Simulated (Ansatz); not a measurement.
## SiO$_{2}$ under pressure: fit and missing row

SiO$_{2}$, I-42d, a = 4.949 Å, c = 7.318 Å. This isn't the usual stable structure of the compound. Ansatz: r2SCAN, PAW, 500 eV, Γ-centred 6×6×6 mesh on 6 atoms, Gaussian smearing 0.02 eV; no spin polarisation. Cell and atoms are relaxed at each pressure, and no other structure is tried, so the rows at high pressure may lie past a change of phase.

```
V (Å³/atom) P (GPa)
      7.893    60.00
      8.943    30.03
     10.244    15.03
     11.690     8.03
     13.324     3.04
     14.935     0.01
     17.236        ?
```

**Question.** Take V0 = 14.935 Å³/atom, count pressures from its P0 = 0.01 GPa, fit the third-order Birch–Murnaghan form to the other rows, and predict the missing pressure.

**Answer.** With the Eulerian strain f = ½[(V0/V)^(2/3) − 1] and y = (P − P0)/[3f(1 + 2f)^(5/2)], the form is the line y = B0 + 1.5 B0 (B0′ − 4) f. Rows (f, y): 0.26491, 26.08; 0.20380, 20.89; 0.14288, 18.69; 0.08870, 20.04; 0.03953, 21.12. Means f = 0.1480, y = 21.364; Σ(Δf)² = 0.03209, ΣΔfΔy = 0.6436; the slope is their ratio. y = 18.40 + 20.06 f GPa, so B0 = 18.4 GPa and B0′ = 4 + 2 × (20.06)/(3 × 18.40) = 4.73. At V = 17.236, f = -0.04555, y = 17.486 and P = -1.87 GPa. The run gave -3.05 GPa, so the fit is 1.18 GPa too high, within the rms miss on the fitted rows (2.80 GPa): the form describes this series only roughly. With a term in f² added B0′ becomes 1.57, so this figure hangs on the form. The nearest row lies 11 % from V0, so B0 and B0′ are extrapolations to f = 0.

The mesh isn't the same in all rows (6×6×6, 8×8×8, 10×10×10).